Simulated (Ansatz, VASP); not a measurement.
**C: VASP beside Ansatz**

```
CELL_PARAMETERS angstrom
1.22278 -2.11673 0.00000
1.22278 2.11673 0.00000
0.00000 0.00000 6.73493
ATOMIC_POSITIONS crystal
C 0.08330 0.91670 0.75000
C 0.58330 0.41670 0.25000
C 0.91670 0.08330 0.25000
C 0.41670 0.58330 0.75000
```

Alike in both runs: functional LDA; k mesh 18 × 18 × 6; occupations gaussian, width 0.1 eV; no spin polarisation.

Ansatz relaxed the structure, and its values are those at the end. VASP's run is a single point on that final structure, the one shown.

|  | VASP | Ansatz |
| --- | --- | --- |
| version | VASP 6.6.1 | Ansatz 0.2.0 |
| potentials or method | VASP PAW LDA potentials, release 64 (C) | scalar-relativistic, plane waves, PAW |
| plane-wave cutoff (eV) | 520 | 420 |
| valence electrons in the cell | 16 | 16 |

VASP gave:

```
gap on the k mesh at the Fermi level (eV) : none
pressure (GPa)                            : 0.8
```

**Question.** What did Ansatz give for the same quantities?

**Answer.** gap on the k mesh at the Fermi level (eV): none; pressure (GPa): 0.0.

A gap of «none» marks a metal or a gap that the smearing closes.
